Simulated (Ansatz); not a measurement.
# C: the band gap up the ladder of functionals

The task here is to estimate one member of a computed series from the others.

Code: Ansatz 0.2.0. PAW datasets, plane waves. Computed at 0 K without zero-point motion; spin polarisation is off.

## Starting point

The cell was relaxed beforehand with r2SCAN.

The symmetry is Fd-3m (No. 227, cubic); a = 3.560 Å in the conventional setting, 5.64 Å³ an atom. C has 4 C at 1.54 Å.

Structure file:

```cif
data_structure
_symmetry_space_group_name_H-M 'Fd-3m:1'
_symmetry_Int_Tables_number 227
_cell_length_a 3.5602
_cell_length_b 3.5602
_cell_length_c 3.5602
_cell_angle_alpha 90.000
_cell_angle_beta 90.000
_cell_angle_gamma 90.000
_cell_volume 45.13
loop_
_atom_site_label
_atom_site_type_symbol
_atom_site_symmetry_multiplicity
_atom_site_Wyckoff_symbol
_atom_site_fract_x
_atom_site_fract_y
_atom_site_fract_z
_atom_site_occupancy
C1 C 8 b 0.00000 0.00000 0.50000 1
```

The first run:

Input file input.yaml:

```yaml
crystal:
  lattice:
    - [0.0, 1.7801241426, 1.7801241426]
    - [1.7801241426, 0.0, 1.7801241426]
    - [1.7801241426, 1.7801241426, 0.0]
  atoms:
    - { symbol: C, position: [0.0, 0.0, 0.0] }
    - { symbol: C, position: [0.25, 0.25, 0.25] }
kpoints:
  mp_grid: { grid: [12, 12, 12] }
  band_path:
    path:
      - [[0.0, 0.0, 0.0], [0.5, 3.145434541774e-17, 0.5], [0.625, 0.25, 0.625]]
      - [[0.375, 0.375, 0.75], [0.0, 0.0, 0.0], [0.5, 0.5, 0.5], [0.5, 0.25, 0.75], [0.5, 3.145434541774e-17, 0.5]]
    npoints: 10
hamiltonian:
  xc: pbe
scf:
  occupations: { method: fermi_dirac, width: 0.02 }
  n_extra_bands: 4
output:
  forces: true
  stress: true
  eigenvalues: true
```

Started as:

```sh
$ ansatz run input.yaml --threads 4 --pin off --max-ram 7372MiB --backend cpu --events-out ev --progress --plain --runs-dir out
```

Among the steps run: PBE band path; Single point with r2SCAN; Single point with HSE06; PBE0; Single point with LDA; One-shot GW from PBE; Quasiparticle levels, G0W0@PBE; Single point with DDH-PBE0; r2SCAN0 at the same geometry; Single point with LC-ωPBE.

One of the session's tables, all rows but one given; the rest of the session is left out.

```
                    level  gap (eV)
                      PBE      4.15
                   r2SCAN         ?
                    HSE06      5.30
                     PBE0      6.05
                      LDA      4.11
G0W0@PBE (33 empty bands)      5.39
G0W0@PBE (83 empty bands)      5.54
                 DDH-PBE0      5.44
                  r2SCAN0      6.15
                  LC-ωPBE     10.64
```

Estimate the missing values for r2SCAN.

**Answer.** gap (eV): 4.36. In the column «gap (eV)» it lies between PBE (4.15) and HSE06 (5.30).

Meshes: PBE 12×12×12, r2SCAN 12×12×12, HSE06 8×8×8, PBE0 8×8×8, LDA 12×12×12, DDH-PBE0 8×8×8, r2SCAN0 8×8×8, LC-ωPBE 8×8×8.

What this shows: The gap runs from 4.11 eV (LDA) to 10.64 eV (LC-ωPBE). Against G0W0@PBE, PBE is short by 1.39 eV, at 75 % of it, and r2SCAN 79 %. PBE0 lies 0.75 eV above HSE06, which differs from it by screening the long-range exchange. G0W0 here is at a finite number of bands, screening cutoff and k mesh, not at the basis limit.

To keep in mind: Warnings in the runs' records: stress exchange threshold loose, stress scf threshold loose.
